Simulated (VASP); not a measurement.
Write the native input for VASP 6.6.1 that does the following.

- Task: Berry-phase polarisation
- Functional: PBE
- Dispersion: D3
- Potentials or basis: VASP PAW PBE potentials, release 64 (S, Mg)
- Cutoff: 520 eV
- k mesh: 8 × 8 × 4
- Occupations: gaussian, width 0.05 eV
- Spin: no spin polarisation
- Further INCAR settings: ALGO = Fast; EDIFF = 1e-06

The structure of MgS lies in POSCAR:

```
MgS
1.0
    4.0346224068      0.0000000000      0.0000000000
   -2.0173112034      3.4940854990      0.0000000000
    0.0000000000      0.0000000000      6.4322941800
S Mg
2 2
Cartesian
    2.0173112036      1.1646951662      5.6555570288
   -0.0000000002      2.3293903328      2.4394099388
   -0.0000000002      2.3293903328      6.4049881264
    2.0173112036      1.1646951662      3.1888410364
```

The cell comes from a database or a generator and needn't be the stable form of this composition.

One way to write it, as run:

INCAR

```
SYSTEM = MgS
ALGO = Fast ; EDIFF = 1E-6
ENCUT = 520 ; GGA = PE
ISIF = 2 ; ISMEAR = 0
IVDW = 11 ; LASPH = .True.
LCALCPOL = .True. ; LCHARG = .False.
LREAL = .False. ; LWAVE = .False.
NELM = 100 ; PREC = Accurate
SIGMA = 0.05
```

KPOINTS

```
k-points
0
Gamma
  8 8 4
  0 0 0
```

Potentials or basis: VASP PAW PBE potentials, release 64 (S, Mg).

Launch:

```sh
$ cat potpaw_PBE.64/S/POTCAR potpaw_PBE.64/Mg/POTCAR > POTCAR
$ mpirun -np 1 vasp_std > vasp.out
```

Results of the run:

* Dispersion energy per atom: -0.196 eV

Run time: 49 s on 1 thread of Intel(R) Xeon(R) Platinum 8488C (Sapphire Rapids), with other jobs on the host, peak memory 0.24 GiB.
